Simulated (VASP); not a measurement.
PtSe2 (Sudovikovite): equation of state with PBEsol

PtSe2 (Sudovikovite):

```
CELL_PARAMETERS angstrom
3.76550 0.00000 0.00000
-1.88275 3.26102 0.00000
0.00000 0.00000 4.81992
ATOMIC_POSITIONS crystal
Pt 0.00000 0.00000 0.00000
Se 0.66667 0.33333 0.73694
Se 0.33333 0.66667 0.26306
```

| Quantity | Value |
| --- | --- |
| Program | VASP 6.6.1 |
| Task | equation of state |
| Functional | PBEsol |
| Potentials or basis | VASP PAW PBE potentials, release 64 (Pt, Se) |
| Cutoff | 520 eV |
| k mesh | 8 × 8 × 4 |
| Occupations | fermi-dirac, width 0.05 eV |
| Spin | no spin polarisation |

| Quantity | Value |
| --- | --- |
| Equilibrium volume | 19.71 Å³/atom |
| Bulk modulus at fixed shape and positions | 133 GPa |
| Pressure derivative of the bulk modulus | 4.9 (rough: it moves with the points fitted) |

Energy against volume, from the lowest point:
| volume (Å³/atom) | energy (meV/atom) |
| --- | --- |
| 18.939 | 13.67 |
| 19.334 | 3.16 |
| 19.729 | 0.00 |
| 20.123 | 3.37 |
| 20.518 | 12.54 |

All runs of the series together: 120 s on 1 thread of Intel(R) Xeon(R) Platinum 8375C CPU @ 2.90GHz (Ice Lake), on a shared host.

Caveat: the cell was scaled at fixed shape and fractional positions, which overstates the stiffness of a crystal with free parameters, most of all of layers and chains; the PAW data sets were made with another functional, which shifts forces and pressure a little. The run has no spin-orbit coupling, so splittings on Pt are missing.
